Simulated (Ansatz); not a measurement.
## Two Ansatz runs on Os

The cell comes from COD entry 1534943, which wasn't checked; take it as a given geometry. The listed cell was then made from it by scaling, straining or moving an atom.

First run: DFT, PBE, PAW with Ansatz's default frozen-core files, scalar-relativistic (Ansatz 0.2.0).

Command: `ansatz run input.yaml --threads 1 --pin off --max-ram 2048MiB --backend cpu --events-out ev --progress --plain --runs-dir out` The run took 1.9 s on 1 thread of Arm Neoverse V2, on a shared host, peak memory 0.32 GiB.

```yaml
crystal:
  lattice:
    - [0.0, 1.925352192, 1.925352192]
    - [1.925352192, 0.0, 1.925352192]
    - [1.925352192, 1.925352192, 0.0]
  atoms:
    - { symbol: Os, position: [0.0, 0.0, 0.0] }
kpoints:
  mp_grid: { grid: [14, 14, 14] }
scf:
  occupations: { method: fermi_dirac, width: 0.03 }
hamiltonian:
  xc: pbe
  pseudopotentials: { kind: paw }
output:
  forces: true
  stress: true
  eigenvalues: true
  efg: { contact_densities: true }
```

Result: converged; pressure 1.87 GPa; no gap on the k mesh; 6 SCF iterations.

Spin–orbit coupling is left out, though it moves levels of the heavy atoms by tenths of an eV or more.

A second run of a changed input logged this at its end:

```
Error: inconsistent input (magnetization.spin_polarized): false but per-atom `spin:`, `per_species`, `initial_magnetization`, `magnetic_field`, or `spin_locking` is set
```

**Question.** What was wrong with the input?

**Answer.** A moment without spin polarisation, by this change (others could give a like log):
```diff
@@ -5,9 +5,10 @@
     - [1.925352192, 1.925352192, 0.0]
   atoms:
-    - { symbol: Os, position: [0.0, 0.0, 0.0] }
+    - { symbol: Os, position: [0.0, 0.0, 0.0], spin: 2.0 }
 kpoints:
   mp_grid: { grid: [14, 14, 14] }
 scf:
   occupations: { method: fermi_dirac, width: 0.03 }
+  max_iter: 100
 hamiltonian:
   xc: pbe
```
